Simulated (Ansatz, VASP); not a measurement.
**MgS (Niningerite): VASP beside Ansatz**

The input INCAR:

```
PREC     = Accurate       # precision mode
ENCUT    = 520            # plane-wave cutoff, eV
EDIFF    = 1E-7           # SCF threshold, eV
ISMEAR   = -1             # smearing method
SIGMA    = 0.05           # smearing width, eV
LREAL    = F              # projectors in reciprocal space
LASPH    = T              # aspherical terms in the spheres
NELM     = 100            # most SCF steps
ALGO     = Normal         # electronic algorithm
ISIF     = 2              # what is computed and relaxed
LWAVE    = F              # write WAVECAR
LCHARG   = F              # write CHGCAR
GGA      = PE             # functional
NBANDS   = 11             # bands
```

KPOINTS

```
regular mesh
0
Gamma
  9 9 9
```

POSCAR

```
MgS
1.0
    0.0000000000      2.6016500000      2.6016500000
    2.6016500000      0.0000000000      2.6016500000
    2.6016500000      2.6016500000      0.0000000000
S Mg
1 1
Direct
    0.5000000000      0.5000000000      0.5000000000
    0.0000000000      0.0000000000      0.0000000000
```

Contents of input.yaml:

```yaml
crystal:
  lattice:
    - [0.0, 2.60165, 2.60165]
    - [2.60165, 0.0, 2.60165]
    - [2.60165, 2.60165, 0.0]
  atoms:
    - { symbol: S, position: [0.5, 0.5, 0.5] }
    - { symbol: Mg, position: [0.0, 0.0, 0.0] }
hamiltonian:
  xc: pbe
  pseudopotentials: { kind: paw }
kpoints:
  mp_grid: { grid: [9, 9, 9] }
scf:
  occupations: { method: fermi_dirac, width: 0.05 }
output:
  forces: true
  stress: true
  eigenvalues: true
```

Alike in both runs: task single point; functional PBE; k mesh 9 × 9 × 9; occupations fermi-dirac, width 0.05 eV; no spin polarisation.

|  | VASP | Ansatz |
| --- | --- | --- |
| version | VASP 6.6.1 | Ansatz 0.2.0 |
| potentials or method | VASP PAW PBE potentials, release 64 (S, Mg) | Ansatz PAW |
| plane-wave cutoff (eV) | 520 | 420 |
| valence electrons in the cell | 8 | 16 |

Ansatz gave:

| Item | Value |
| --- | --- |
| gap on the k mesh at the Fermi level (eV) | 2.92 |
| least direct gap on the mesh (eV) | 3.72 |
| pressure (GPa) | 1.2 |

Problem. Which values does VASP return?

Solution. gap on the k mesh at the Fermi level (eV): 2.91; least direct gap on the mesh (eV): 3.71; pressure (GPa): 0.9.

The two sets of potentials don't hold the same shells in valence.

Caveats: an odd mesh through Γ misses points on the zone boundary, where band edges often lie (VASP); odd divisions of the mesh miss points on the zone boundary, where band edges often lie, so the gap on the mesh can be too wide (Ansatz). Expect the measured gap to be larger: semilocal functionals such as PBE lack the derivative discontinuity.
